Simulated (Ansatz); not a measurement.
The system is TiC.

```
CELL_PARAMETERS angstrom
0.00000 2.16572 2.16572
2.16572 0.00000 2.16572
2.16572 2.16572 0.00000
ATOMIC_POSITIONS crystal
Ti 0.00000 0.00000 0.00000
C 0.50000 0.50000 0.50000
```

The cell is a database's computed one.

| Property | Result |
| --- | --- |
| Program | Ansatz 0.2.0 |
| Task | relaxation of cell and atoms |
| Functional | PBEsol |
| Potentials or basis | all-electron LAPW, scalar-relativistic |
| Basis error allowed | 0.001 eV/atom |
| k mesh | 11 × 11 × 11 |
| Occupations | fermi-dirac, width 0.05 eV |
| Spin | no spin polarisation |

At the start: volume 10.16 Å³/atom.

Task: Where does the relaxation end?

Result: Over 4 steps the energy falls by 5.7 meV/atom and the volume is 9.89 Å³/atom (-2.6 %); space group Fm-3m (No. 225, to 0.05 Å).

Step by step:
| step | energy change (eV) | largest force (eV/Å) | volume (Å³) |
| --- | --- | --- | --- |
| 1 | 0.0000 | 0.0000 | 20.32 |
| 2 | -0.0113 | 0.0000 | 19.84 |
| 3 | -0.0115 | 0.0000 | 19.78 |
| 4 | -0.0115 | 0.0000 | 19.78 |

Final structure:
```yaml
crystal:
  lattice:
    - [0.00000, 2.14656, 2.14656]
    - [2.14656, 0.00000, 2.14656]
    - [2.14656, 2.14656, 0.00000]
  atoms:
    - { symbol: Ti, position: [0.00000, 0.00000, 0.00000] }
    - { symbol: C, position: [0.50000, 0.50000, 0.50000] }
```
